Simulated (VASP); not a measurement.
# C (P6_3/mmc) in VASP: notebook, part 2 of 2

VASP 6.6.1. Earlier steps stand in the parts before.

## (3) Single point, vdW-DF2

Input file INCAR:

```
SYSTEM = C
AGGAC = 0.0 ; ALGO = Normal
EDIFF = 1E-6 ; ENCUT = 520
GGA = ML ; ISIF = 2
ISMEAR = -1 ; LASPH = .TRUE.
LCHARG = .FALSE. ; LREAL = .FALSE.
LUSE_VDW = .TRUE. ; LWAVE = .FALSE.
NBANDS = 16 ; NELM = 100
PREC = Accurate ; SIGMA = 0.05
ZAB_VDW = -1.8867
```

Input file KPOINTS:

```
k-points
0
G
  16 16 4
  0 0 0
```

Input file POSCAR:

```
C
1.0
    2.4610000000      0.0000000000      0.0000000000
   -1.2305000000      2.1312885187      0.0000000000
    0.0000000000      0.0000000000      8.0496000000
C
4
Direct
    0.0000000000      0.0000000000      0.2500000000
    0.3333333333      0.6666666667      0.2500000000
    0.0000000000      0.0000000000      0.7500000000
    0.6666666667      0.3333333333      0.7500000000
```

Potentials or basis: VASP PAW PBE potentials, release 64 (C).

The run is started by

```console
cat potpaw_PBE.64/C/POTCAR > POTCAR
mpirun -np 1 vasp_std > vasp.out
```

Run time: 32 s. Hardware: 1 thread of Intel Xeon 6975P-C (Granite Rapids), shared host; peak memory 0.32 GiB.

It converged, with:

- Free energy: -30.4199 eV
- Pressure: 3.7 GPa
- Band gap on the k mesh: 0.97 eV, direct

Stress tensor (GPa, compression positive):
```
 6.63  0.00  0.00
 0.00  6.63  0.00
 0.00  0.00 -2.07
```

Levels at points of the mesh, in eV from the valence-band top:
| k point | band 4 | band 5 | band 6 | band 7 | band 8 | band 9 | band 10 | band 11 | band 12 | band 13 |
| --- | --- | --- | --- | --- | --- | --- | --- | --- | --- | --- |
| (0.00, 0.00, 0.00) | -6.73 | -2.79 | -2.79 | -2.79 | -2.79 | 2.94 | 6.77 | 8.90 | 8.90 | 8.91 |
| (0.50, 0.00, 0.00) | -12.68 | -6.07 | -6.06 | -2.02 | -1.78 | 2.00 | 2.32 | 8.08 | 8.18 | 10.44 |
| (0.00, 0.00, 0.50) | -7.15 | -2.79 | -2.79 | -2.79 | -2.79 | 4.48 | 4.48 | 8.90 | 8.90 | 8.90 |
| (0.50, 0.00, 0.50) | -12.69 | -6.07 | -6.07 | -1.89 | -1.89 | 2.12 | 2.12 | 8.13 | 8.13 | 11.47 |

Caveat: the PAW data sets were made with another functional, which shifts forces and pressure a little.

## (4) Single point, optB88-vdW

Input file INCAR:

```
SYSTEM = C
AGGAC = 0.0 ; ALGO = Normal
EDIFF = 1E-6 ; ENCUT = 520
GGA = BO ; ISIF = 2
ISMEAR = -1 ; LASPH = .TRUE.
LCHARG = .FALSE. ; LREAL = .FALSE.
LUSE_VDW = .TRUE. ; LWAVE = .FALSE.
NBANDS = 16 ; NELM = 100
PARAM1 = 0.1833333333 ; PARAM2 = 0.22
PREC = Accurate ; SIGMA = 0.05
```

KPOINTS is that of step 3.

POSCAR is that of step 3.

The run is started by

```console
cat potpaw_PBE.64/C/POTCAR > POTCAR
mpirun -np 1 vasp_std > vasp.out
```

Wall time 31 s (1 thread of Intel Xeon 6975P-C (Granite Rapids), shared host); peak memory 0.32 GiB.

It converged, with:

- Free energy: -32.0329 eV
- Pressure: 0.7 GPa
- Band gap on the k mesh: 0.99 eV, direct

Stress tensor (GPa, compression positive):
```
 2.34  0.00  0.00
 0.00  2.34  0.00
 0.00  0.00 -2.44
```

Levels at points of the mesh, in eV from the valence-band top:
| k point | band 4 | band 5 | band 6 | band 7 | band 8 | band 9 | band 10 | band 11 | band 12 | band 13 |
| --- | --- | --- | --- | --- | --- | --- | --- | --- | --- | --- |
| (0.00, 0.00, 0.00) | -6.79 | -2.68 | -2.68 | -2.68 | -2.68 | 3.30 | 7.19 | 8.85 | 8.85 | 8.86 |
| (0.50, 0.00, 0.00) | -12.75 | -6.02 | -6.02 | -2.02 | -1.78 | 2.01 | 2.31 | 7.96 | 8.06 | 10.76 |
| (0.00, 0.00, 0.50) | -7.19 | -2.68 | -2.68 | -2.68 | -2.68 | 4.83 | 4.83 | 8.86 | 8.86 | 8.86 |
| (0.50, 0.00, 0.50) | -12.76 | -6.02 | -6.02 | -1.90 | -1.90 | 2.13 | 2.13 | 8.01 | 8.01 | 11.78 |

Caveat: the PAW data sets were made with another functional, which shifts forces and pressure a little. A k mesh can miss the band edges.

## (5) Single point, optB86b-vdW

Input file INCAR:

```
SYSTEM = C
AGGAC = 0.0 ; ALGO = Normal
EDIFF = 1E-6 ; ENCUT = 520
GGA = MK ; ISIF = 2
ISMEAR = -1 ; LASPH = .TRUE.
LCHARG = .FALSE. ; LREAL = .FALSE.
LUSE_VDW = .TRUE. ; LWAVE = .FALSE.
NBANDS = 16 ; NELM = 100
PARAM1 = 0.1234 ; PARAM2 = 1.0
PREC = Accurate ; SIGMA = 0.05
```

KPOINTS is that of step 4.

POSCAR is that of step 4.

The run is started by

```console
cat potpaw_PBE.64/C/POTCAR > POTCAR
mpirun -np 1 vasp_std > vasp.out
```

It took 31 s on 1 thread of Intel Xeon 6975P-C (Granite Rapids), shared host; peak memory 0.31 GiB.

Results (log left out):

* Free energy: -32.4609 eV
* Pressure: 1.1 GPa
* Band gap on the k mesh: 0.99 eV, direct

Stress tensor (GPa, compression positive):
```
 2.88  0.00  0.00
 0.00  2.88  0.00
 0.00  0.00 -2.36
```

Levels at points of the mesh, in eV from the valence-band top:
| k point | band 4 | band 5 | band 6 | band 7 | band 8 | band 9 | band 10 | band 11 | band 12 | band 13 |
| --- | --- | --- | --- | --- | --- | --- | --- | --- | --- | --- |
| (0.00, 0.00, 0.00) | -6.81 | -2.60 | -2.60 | -2.60 | -2.60 | 3.39 | 7.30 | 8.84 | 8.84 | 8.85 |
| (0.50, 0.00, 0.00) | -12.75 | -5.98 | -5.97 | -2.02 | -1.79 | 2.01 | 2.31 | 7.93 | 8.02 | 10.86 |
| (0.00, 0.00, 0.50) | -7.20 | -2.60 | -2.60 | -2.60 | -2.60 | 4.92 | 4.92 | 8.85 | 8.85 | 8.85 |
| (0.50, 0.00, 0.50) | -12.76 | -5.97 | -5.97 | -1.90 | -1.90 | 2.13 | 2.13 | 7.97 | 7.97 | 11.87 |

Caveat: the PAW data sets were made with another functional, which shifts forces and pressure a little.

## (6) Summary

```csv
level,gap on the mesh (eV),pressure (GPa)
vdW-DF,0.99,4.4
vdW-DF2,0.97,3.7
optB88-vdW,0.99,0.7
optB86b-vdW,0.99,1.1
```

Alike in all rows: task single point; potentials or basis VASP PAW PBE potentials, release 64 (C); no spin polarisation; cell as given; k mesh 16 × 16 × 4; cutoff (eV) 520; smearing fermi-dirac 0.05 eV.

On the cell as given the gap runs from 0.97 eV (vdW-DF2) to 0.99 eV (vdW-DF). The pressure there spans 0.7 GPa (optB88-vdW) to 4.4 GPa (vdW-DF); a positive pressure means that this level wants a larger cell, a negative one a smaller.

Caveats: the PAW data sets were made with another functional, which shifts forces and pressure a little.

Absolute energies hang on the potentials; compare differences alone.
